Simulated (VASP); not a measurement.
Crystal: PbS.

```xyz
2
Lattice="0.0000 2.9881 2.9881 2.9881 0.0000 2.9881 2.9881 2.9881 0.0000" Properties=species:S:1:pos:R:3 pbc="T T T"
Pb    2.9881    2.9881    2.9881
S     0.0000    0.0000    0.0000
```

The cell is a database's computed one.

- Program: VASP 6.6.1
- Task: relaxation of cell and atoms
- Functional: RPBE
- Potentials or basis: VASP PAW PBE potentials, release 64 (Pb_d, S)
- Cutoff: 600 eV
- k mesh: 10 × 10 × 10
- Occupations: gaussian, width 0.02 eV
- Spin: no spin polarisation

At the start: pressure 2.8 GPa; volume 26.68 Å³/atom.

Q: Where does the relaxation end?

A: Over 3 steps the energy falls by 11.8 meV/atom and the volume is 28.10 Å³/atom (+5.3 %); space group Fm-3m (No. 225, to 0.05 Å).

Step by step:
```csv
step,energy change (eV),largest force (eV/Å),pressure (GPa),volume (Å³)
1,0.0000,0.0000,2.77,53.36
2,-0.0219,0.0000,-0.64,57.01
3,-0.0235,0.0000,0.01,56.21
```

Final structure:
```
Pb S
1.0
     0.00000    3.04031    3.04031
     3.04031    0.00000    3.04031
     3.04031    3.04031    0.00000
Pb S
1 1
Direct
  0.50000 0.50000 0.50000
  0.00000 0.00000 0.00000
```

Caveat: the PAW data sets were made with another functional, which shifts forces and pressure a little.
